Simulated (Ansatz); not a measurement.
Theory: DFT PBE, scalar-relativistic, plane waves, PAW in Ansatz 0.2.0. Settings: cutoff 420 eV, Γ-centred meshes spaced at most about 0.3 Å⁻¹, and about 0.25 Å⁻¹ or finer for metals (2π included), Gaussian smearing. No spin polarisation.

Energies count from the standard state of B at the same level.

All energies are static (0 K, no zero-point motion). The comparison covers the computed candidates alone.

A search for B sheets gave 5 distinct relaxed structures. All are two-dimensional sheets, periodic along a and b, with vacuum along c. Coordination counts all near atoms (those within 1.25 times the shortest such distance or 1.15 times the sum of covalent radii, 1.27 where that leaves under three). Cells relaxed within their symmetry can be saddle points.

**Question.** What is the best candidate for B?

**Answer.** The one with layer group p6/mmm (No. 80), reached from: random sheet. It has a = 2.963 Å, b = 2.963 Å, γ = 120.0°, thickness 0.00 Å between the outermost nuclei, 2.5 Å²/atom, no gap on the mesh. B at height 0.00 Å has 6 B at 1.71 Å. Its energy over the standard state is +0.71 eV/atom. It lies above the standard state, so it could only be metastable.

```cif
data_structure
_symmetry_space_group_name_H-M 'P 1'
_symmetry_Int_Tables_number 1
_cell_length_a 2.9626
_cell_length_b 2.9626
_cell_length_c 23.8000
_cell_angle_alpha 90.000
_cell_angle_beta 90.000
_cell_angle_gamma 120.000
_cell_volume 180.90
loop_
_atom_site_label
_atom_site_type_symbol
_atom_site_fract_x
_atom_site_fract_y
_atom_site_fract_z
_atom_site_occupancy
B1 B 0.78226 0.21774 0.29412 1
B2 B 0.44893 0.55107 0.29412 1
B3 B 0.11560 0.88440 0.29412 1
```

**Question.** How much higher is the p4/mmm structure with 1.7 Å²/atom and coordination B 5 (reached from: random sheet)?

**Answer.** 0.47 eV/atom. It has no gap on its mesh.

**Question.** How much higher is the p6/mmm structure with 3.7 Å²/atom and coordination B 3 (reached from: random sheet)?

**Answer.** 0.57 eV/atom. It has no gap on its mesh.
